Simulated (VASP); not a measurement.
Write the native input for VASP 6.6.1 that does the following.

```
Task                   : single point
Functional             : PBE
Potentials or basis    : VASP PAW PBE potentials, release 64 (Ga_d, N)
Cutoff                 : 520 eV
k mesh                 : 10 × 10 × 10
Occupations            : gaussian, width 0.02 eV
Spin                   : no spin polarisation
Dipole correction      : no
Further INCAR settings : ALGO = Fast; EDIFF = 1e-06; NBANDS = 16
```

The structure of GaN lies in POSCAR:

```
GaN
1.0
    0.0000000000      2.2535006075      2.2535006075
    2.2535006075      0.0000000000      2.2535006075
    2.2535006075      2.2535006075      0.0000000000
Ga N
1 1
Direct
    0.0000000000      0.0000000000      0.0000000000
    0.7167184470      0.7832815530      0.7832815530
```

The cell is a database's computed one.

The cell isn't the ideal one: one atom moved.

One way to write it, as run:

INCAR

```
  PREC = Accurate
  ENCUT = 520
  EDIFF = 1E-6
  ISMEAR = 0
  SIGMA = 0.02
  LREAL = False
  LASPH = True
  NELM = 100
  ALGO = Fast
  ISIF = 2
  LWAVE = False
  LCHARG = False
  GGA = PE
  NBANDS = 16
```

KPOINTS

```
Automatic mesh
0
Gamma
  10 10 10
```

Potentials or basis: VASP PAW PBE potentials, release 64 (Ga_d, N).

Launch:

```bash
$ cat potpaw_PBE.64/Ga_d/POTCAR potpaw_PBE.64/N/POTCAR > POTCAR
$ mpirun -np 1 vasp_std > vasp.out
```

Results of the run:

```json
{
 "Pressure": "7.2 GPa",
 "Largest force": "1.784 eV/Å",
 "Band gap on the k mesh": "1.51 eV, direct"
}
```

Caveat: forces of over 1 eV/Å show positions far from the minimum, so gaps and moduli don't describe the material at rest.

Wall time 63 s on 1 thread of Intel(R) Xeon(R) Platinum 8175M CPU @ 2.50GHz (Skylake/Cascade Lake), on a shared host, peak memory 0.18 GiB.
